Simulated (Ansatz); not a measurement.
# Defect states of C on the B site plus C on the P site in BP, part 2 of 2

Wanted: localised states, quasiparticle levels and excitons of C on the B site plus C on the P site in BP.

Ansatz 0.2.0; LDA, HSE06 and G0W0 in a supercell, plane waves, PAW. Known limits of the many-body steps: not at the basis limit; coarse k mesh.

So far. Step 3 (The perfect supercell: G0W0): The gap on the mesh goes from 1.30 eV to 1.82 eV, a correction of +0.52 eV. Between the two edge states, bare exchange in place of the xc potential would open the gap by 6.06 eV, and correlation takes back 5.55 eV. Step 4 (The perfect supercell: HSE06): The gap stands +0.77 eV against LDA.

## (7) The defect cell: G0W0, 2×2×2 mesh, 394 empty bands, screening to 85 eV, PAW set soft_1 files

This step: G0W0 on LDA, plane waves, PAW; PAW set soft_1.

Input file input.yaml:

```yaml
crystal:
  lattice:
    - [-4.538, 4.538, -4.538]
    - [4.538, 4.538, 4.538]
    - [4.538, -4.538, -4.538]
  atoms:
    - { symbol: C, position: [0.0, 0.0260154203, 0.0] }
    - { symbol: B, position: [0.2193198055, 0.4658448671, 0.2193198055] }
    - { symbol: B, position: [0.4981012663, -0.0039897023, 0.4981012663] }
    - { symbol: B, position: [0.7552803435, 0.5072472269, 0.7552803435] }
    - { symbol: B, position: [0.7806801945, 0.2465250615, 0.0] }
    - { symbol: B, position: [0.0, 0.7519668834, 0.2447196565] }
    - { symbol: B, position: [0.2481844106, 0.2508451974, 0.499197382] }
    - { symbol: B, position: [0.500802618, 0.7516478155, 0.7489870287] }
    - { symbol: B, position: [0.5018987337, 0.4979090314, 0.0] }
    - { symbol: B, position: [0.7518155894, 0.0026607868, 0.2510129713] }
    - { symbol: B, position: [0.0, 0.4979090314, 0.5018987337] }
    - { symbol: B, position: [0.2510129713, 0.0026607868, 0.7518155894] }
    - { symbol: B, position: [0.2447196565, 0.7519668834, 0.0] }
    - { symbol: B, position: [0.499197382, 0.2508451974, 0.2481844106] }
    - { symbol: B, position: [0.7489870287, 0.7516478155, 0.500802618] }
    - { symbol: B, position: [0.0, 0.2465250615, 0.7806801945] }
    - { symbol: C, position: [0.0, 0.2405211545, 0.0] }
    - { symbol: P, position: [0.2446290735, 0.7406656044, 0.2446290735] }
    - { symbol: P, position: [0.5007561059, 0.2519070226, 0.5007561059] }
    - { symbol: P, position: [0.7574079174, 0.7628724871, 0.7574079174] }
    - { symbol: P, position: [0.7553709265, 0.4960365309, 0.0] }
    - { symbol: P, position: [0.0, 0.0054645698, 0.2425920826] }
    - { symbol: P, position: [0.2470699611, 0.4967519772, 0.4929348043] }
    - { symbol: P, position: [0.5070651957, 0.0038171729, 0.7541351568] }
    - { symbol: P, position: [0.4992438941, 0.7511509168, 0.0] }
    - { symbol: P, position: [0.7529300389, 0.2496820161, 0.2458648432] }
    - { symbol: P, position: [0.0, 0.7511509168, 0.4992438941] }
    - { symbol: P, position: [0.2458648432, 0.2496820161, 0.7529300389] }
    - { symbol: P, position: [0.2425920826, 0.0054645698, 0.0] }
    - { symbol: P, position: [0.4929348043, 0.4967519772, 0.2470699611] }
    - { symbol: P, position: [0.7541351568, 0.0038171729, 0.5070651957] }
    - { symbol: P, position: [0.0, 0.4960365309, 0.7553709265] }
kpoints:
  mp_grid: { grid: [2, 2, 2] }
hamiltonian:
  xc: lda
  pseudopotentials: { kind: paw, azcp: { folder: soft_1 }, xc_functional: pbe }
scf:
  occupations: { method: fixed }
gw:
  n_empty_bands: 394
  ecut_chi: 85.0
  qp_bands: [v5, c5]
  screening: { model: contour_deformation }
```

On the command line:

```console
ansatz run input.yaml --threads 4 --pin off --max-ram 17510MiB --backend cpu --events-out ev --progress --plain --runs-dir out
```

Numbers of over 12 decimals in the logs are rounded to 6 here.

The log of the run:

```text
[...]
Crystal: 32 atoms, lattice volume = 373.812 Å³
Basis set: ecut = 420 eV, 7395 PW (Γ)
Bands: 96, of which v1, the nominal top of the filled ones, is band 64 counted from 1 (63 counted from 0)
Symmetry: 6 space group operations
[...]
k-points: 4 of 8
[...]
SCF iter   1: F=—  HF=-13644.068762 eV  |F-HF|=—  |Δ(HF+E_count)|=         —  Δρ=8.82e-2  dr2=3.56e1  ethr=3.10e-3  ⟨swp⟩=5.5  Hψ=1459  notcnv=0  defer=112
[...]
SCF iter   9: F=-13631.995280 eV  HF=-13631.995280 eV  |F-HF|=1.36e-9  |Δ(HF+E_count)|=   4.30e-8  Δρ=1.77e-6  dr2=1.20e-8  ethr=7.81e-11  ⟨swp⟩=3.0  Hψ=817  notcnv=0
SCF 1 converged in 9 iterations: F = -13631.995280 eV  dr2 = 1.20e-8
[...]
G₀W₀ screening: q 1/4
[... further progress lines ...]
[...]
SCF converged after 9 iterations
Free energy (F): -13631.995280 eV
[...]
Internal energy: -13631.995280 eV  (E = F + TS)
E sigma→0 (E₀):  -13631.995280 eV
Fermi energy:    8.785218 eV
[...]
--- Band table (eV) ---
  k-point 0: bands = [... 60 lower, 7.1954, 8.7320, 8.7852, 8.7852, 9.7564, 10.1783, 10.1783, 10.2977, ... 28 higher]
  k-point 1: bands = [... 60 lower, 6.7728, 6.8522, 8.1692, 8.4609, 10.5881, 10.9771, 11.4037, 11.4152, ... 28 higher]
  k-point 2: bands = [... 60 lower, 6.7319, 6.7583, 8.1740, 8.4707, 10.5496, 10.9589, 11.2681, 11.5409, ... 28 higher]
  k-point 3: bands = [... 60 lower, 7.1301, 7.1752, 7.2544, 7.2544, 10.0640, 10.5086, 10.5086, 10.5202, ... 28 higher]
[...]
0    60      7.0975   -16.6875     2.1504   -14.5319  0.7783     7.0923     7.0923  root
     0    61      7.1954   -16.6951     2.1508   -14.5423  0.7784     7.1933     7.1933  root
     0    62      8.7320   -16.4696     1.6211   -14.9947  0.7875     8.8781     8.8783  root
     0    63      8.7852   -16.5169     1.6399   -15.0333  0.7873     8.9413     8.9415  root
     0    64      8.7852   -16.5169     1.6399   -15.0333  0.7873     8.9413     8.9415  root
     0    65      9.7564    -7.6267    -3.9083   -12.2375  0.7979    10.4630    10.4589  root
     0    66     10.1783    -7.2690    -3.9603   -11.8994  0.7996    10.8522    10.8484  root
     0    67     10.1783    -7.2690    -3.9603   -11.8994  0.7996    10.8522    10.8484  root
     0    68     10.2977    -7.3369    -4.0069   -12.1162  0.8041    11.0753    11.0701  root
     0    69     10.2977    -7.3369    -4.0069   -12.1162  0.8041    11.0753    11.0701  root
     1    60      6.7055   -16.5666     2.2437   -14.3062  0.7755     6.6888     6.6888  root
     1    61      6.7728   -16.7055     2.2127   -14.4790  0.7751     6.7590     6.7590  root
     1    62      6.8522   -16.6369     2.2305   -14.3888  0.7761     6.8345     6.8345  root
     1    63      8.1692   -16.7687     1.8414   -15.0434  0.7842     8.2851     8.2853  root
[...]
3    65     10.0640    -8.4113    -3.8450   -13.0465  0.7963    10.8595    10.8542  root
     3    66     10.5086    -8.1293    -3.9320   -12.8851  0.7954    11.3384    11.3324  root
     3    67     10.5086    -8.1293    -3.9320   -12.8851  0.7954    11.3384    11.3324  root
     3    68     10.5202    -7.9833    -3.9255   -12.7185  0.7967    11.3355    11.3298  root
     3    69     10.7058    -7.9265    -3.9511   -12.6732  0.7966    11.5070    11.5013  root
```

It took 2 min on 4 threads of Arm Neoverse V1, shared host; peak memory 3 GiB; 7.8 min of CPU time.

Numbers from this step:

```yaml
bands_summed: 458
rpa_eps_infinity_on_this_mesh_eigenvalues: 9.609, 9.609, 9.618
plane_waves_in_the_screening_matrix: 675
q_points_in_the_mesh: 8
g0w0_highest_filled_to_lowest_empty_level: 1.517 eV
k_of_the_highest_filled_level: 0, 0, 0
k_of_the_lowest_empty_level: 0, 0, 0
the_same_at_the_start: 0.9712 eV
z_of_the_highest_filled_level: 0.7873
z_of_the_lowest_empty_level: 0.7979
least_direct_g0w0_gap_on_the_computed_points: 1.517 eV
```

The gap on the mesh goes from 0.97 eV to 1.52 eV, a correction of +0.55 eV. Between the two edge states, bare exchange in place of the xc potential would open the gap by 6.09 eV, and correlation takes back 5.55 eV.

## (8) The defect cell: HSE06

This step: DFT, HSE06, plane waves, PAW; PAW set soft_1.

Changes to input.yaml since step 7:

```diff
@@ -41,10 +41,8 @@
 hamiltonian:
-  xc: lda
-  pseudopotentials: { kind: paw, azcp: { folder: soft_1 }, xc_functional: pbe }
+  xc: hse06
+  pseudopotentials: { kind: paw, azcp: { folder: soft_1 } }
 scf:
   occupations: { method: fixed }
-gw:
-  n_empty_bands: 394
-  ecut_chi: 85.0
-  qp_bands: [v5, c5]
-  screening: { model: contour_deformation }
+  n_extra_bands: 7
+output:
+  eigenvalues: true
```

The log of the run:

```text
[...]
Crystal: 32 atoms, lattice volume = 373.812 Å³
Basis set: ecut = 420 eV, 7395 PW (Γ)
Bands: 71, of which v1, the nominal top of the filled ones, is band 64 counted from 1 (63 counted from 0)
Symmetry: 6 space group operations
[...]
k-points: 4 of 8
[...]
SCF iter   1: F=—  HF=-14196.083527 eV  |F-HF|=—  |Δ(HF+E_count)|=         —  Δρ=8.73e-2  dr2=3.52e1  ethr=1.00e-1  ⟨swp⟩=5.2  Hψ=1187  notcnv=0
[...]
SCF iter   8: F=-14185.546020 eV  HF=-14185.546034 eV  |F-HF|=1.31e-5  |Δ(HF+E_count)|=   5.47e-5  Δρ=1.07e-4  dr2=4.86e-5  ethr=5.71e-7  ⟨swp⟩=4.0  Hψ=772  notcnv=0
SCF 1 stopped early in 8 iterations: F = -14185.546020 eV  dr2 = 4.86e-5
[...]
Frozen-core exchange: fock
SCF iter   1: F=—  HF=-14195.524147 eV  |F-HF|=—  |Δ(HF+E_count)|=         —  Δρ=5.01e-3  dr2=5.78e-2  ethr=3.79e-7  ⟨swp⟩=9.0  Hψ=1886  notcnv=0
[...]
SCF iter   7: F=-14195.549230 eV  HF=-14195.549232 eV  |F-HF|=1.33e-6  |Δ(HF+E_count)|=   2.12e-5  Δρ=1.94e-5  dr2=6.58e-6  ethr=5.67e-8  ⟨swp⟩=3.2  Hψ=754  notcnv=0
SCF 2 stopped early in 7 iterations: F = -14195.549230 eV  dr2 = 6.58e-6
[...]
hybrid outer 1: dexx = +6.055e-2 eV, tail = 4.23e-5 eV
[...]
Frozen-core exchange: fock
SCF iter   1: F=—  HF=-14195.548454 eV  |F-HF|=—  |Δ(HF+E_count)|=         —  Δρ=2.20e-5  dr2=2.86e-6  ethr=1.65e-7  ⟨swp⟩=3.8  Hψ=670  notcnv=0
[...]
SCF iter   4: F=-14195.548455 eV  HF=-14195.548455 eV  |F-HF|=1.15e-8  |Δ(HF+E_count)|=   3.34e-8  Δρ=1.00e-6  dr2=2.41e-8  ethr=9.04e-11  ⟨swp⟩=3.8  Hψ=832  notcnv=0
SCF 3 converged in 4 iterations: F = -14195.548455 eV  dr2 = 2.41e-8
[...]
Free energy (F): -14195.548455 eV
Frozen-core exchange: fock
[...]
Internal energy: -14195.548455 eV  (E = F + TS)
E sigma→0 (E₀):  -14195.548455 eV
Fermi energy:    8.571192 eV
[...]
--- Band table (eV) ---
  k-point 0: bands = [... 60 lower, 6.8267, 8.5178, 8.5712, 8.5712, 10.3204, 10.7454, 10.7454, 10.9690, ... 3 higher]
  k-point 1: bands = [... 60 lower, 6.3883, 6.4639, 7.8980, 8.2172, 11.2405, 11.6293, 12.1146, 12.1196, ... 3 higher]
  k-point 2: bands = [... 60 lower, 6.3302, 6.3743, 7.9064, 8.2215, 11.2017, 11.6157, 11.9607, 12.2535, ... 3 higher]
  k-point 3: bands = [... 60 lower, 6.7445, 6.7980, 6.8821, 6.8821, 10.6699, 11.1539, 11.1539, 11.1556, ... 3 higher]
```

Wall time 38 s (4 threads); peak memory 3.2 GiB.

This step gave:

* highest filled to lowest empty level: 1.749 eV
* highest filled level at: k = Γ
* lowest empty level at: k = Γ
* least direct gap: 1.749 eV
* exact-exchange fraction: 0.25

The gap stands +0.78 eV against LDA.

## (9) Levels and corrections

Bands near the gap of the defect cell: share of density within 3 Å of the centre, width over the mesh, and mean G0W0 correction less that of v1. Within a degenerate set only the sum of the shares has meaning.

```tsv
band	share near centre	LDA width (eV)	mean correction (eV)	Z
v5	0.24	0.45	−0.11	0.78
v4	0.31	0.46	−0.11	0.78
v3	0.38	1.97	−0.07	0.78
v2	0.36	1.53	+0.002	0.78
v1	0.28	1.53	+0.00	0.78
c1	0.38	0.83	+0.67	0.80
c2	0.24	0.80	+0.65	0.80
c3	0.38	1.23	+0.70	0.79
c4	0.31	1.24	+0.73	0.80
c5	0.32	1.30	+0.71	0.80
```

```tsv
level	gap, perfect (eV)	highest filled to lowest empty, defect cell (eV)
LDA	1.30	0.97
HSE06	2.07	1.75
G0W0	1.82	1.52
```

## (10) Outcome

```yaml
lda_defect_cell: 0.97 eV
hse06_defect_cell: 1.75 eV
g0w0_defect_cell: 1.52 eV
g0w0_perfect_cell: 1.82 eV
supercell: 32 atoms, 2×2×2 mesh
known_limits: not at the basis limit; coarse k mesh
```

In words: No band shown gathers strongly near the centre, so the defect puts no clear level into the gap. G0W0 opens the host gap by +0.52 eV and the separation of highest filled and lowest empty level in the defect cell by +0.55 eV. Levels are vertical, at one geometry; charge transition levels would need relaxation in each state. The 2×2×2 mesh is coarse for this cell (its supercell is 16 Å along the shortest edge). The RPA ε∞ on it, from the LDA start, is 9.61 and 9.62; such meshes misread the long-range screening, most where the gap is narrow.

[Paths, hosts, dates, memory and timing lines, banners, echoed tables and standing remarks are left out of the program output.]

[Logs are printed without paths, hosts, clocks, repeated set-up lines and the standing remarks that a program may print on its own settings, such as how far it seeks lower states.]

[Runs of the session that timed out or met a known fault of the program may be left out.]

[Cells called generated may have been cut or substituted from an entry of the Crystallography Open Database or the Materials Project.]

[Hosts, paths, dates, database ids (printed as entryN), source tags and the programs' standing remarks are cut or masked in the printed files.]
